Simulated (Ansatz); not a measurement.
A trial cell of MgS, before relaxation:

```cif
data_structure
_symmetry_space_group_name_H-M 'Amm2'
_symmetry_Int_Tables_number 38
_cell_length_a 4.6198
_cell_length_b 2.8642
_cell_length_c 5.2419
_cell_angle_alpha 90.000
_cell_angle_beta 90.000
_cell_angle_gamma 90.000
_cell_volume 69.36
loop_
_atom_site_label
_atom_site_type_symbol
_atom_site_symmetry_multiplicity
_atom_site_Wyckoff_symbol
_atom_site_fract_x
_atom_site_fract_y
_atom_site_fract_z
_atom_site_occupancy
Mg1 Mg 2 b 0.50000 0.50000 0.16056 1
S1 S 2 a 0.00000 0.00000 0.33944 1
```

Level of theory: DFT PBE, scalar-relativistic, plane waves, PAW in Ansatz. Cutoff 420 eV, Gaussian smearing, Γ-centred meshes. Cell and atoms relax first on a coarse mesh and then on a converged one. In between, the cell is made exact in the group found at 0.06 Å. The steps can't lower the symmetry of their start. No spin polarisation.

A guess keeps its type if space group and coordination stay and the shape of the cell changes little (axis ratios within about 15 %, angles within 6°); the volume may change.

Question: Does this structure survive the relaxation?

Answer: It doesn't keep its type. The symmetry goes from Amm2 (No. 38) to P-6m2 (No. 187). The end has the tungsten carbide type. The volume per atom grows by 7.6 %, from 17.3 to 18.7 Å³. The shortest distance goes from 2.86 Å (Mg–S) to 2.66 Å (Mg–S). Counting neighbours within 15 % of an atom's shortest distance, the start has Mg 12, S 12 and the end Mg 6, S 6. In detail, at the end Mg is surrounded by 6 S at 2.66 Å; S is surrounded by 6 Mg at 2.66 Å.

```xyz
2
Lattice="3.6111 0.0000 0.0000 -1.8056 3.1273 0.0000 0.0000 0.0000 3.3048" Properties=species:S:1:pos:R:3 pbc="T T T"
Mg    0.0000    2.0849    1.6524
S     0.0000    0.0000    0.0000
```

The last run used a 12×12×8 mesh (in the run's order of axes) for its 2-atom cell and Gaussian smearing of 0.02 eV. Symmetry constrained the relaxation, so the result can be a saddle point. Another cell of MgS relaxed alike, in Fm-3m, lies 249 meV/atom lower, so this cell isn't the stable form at this level.
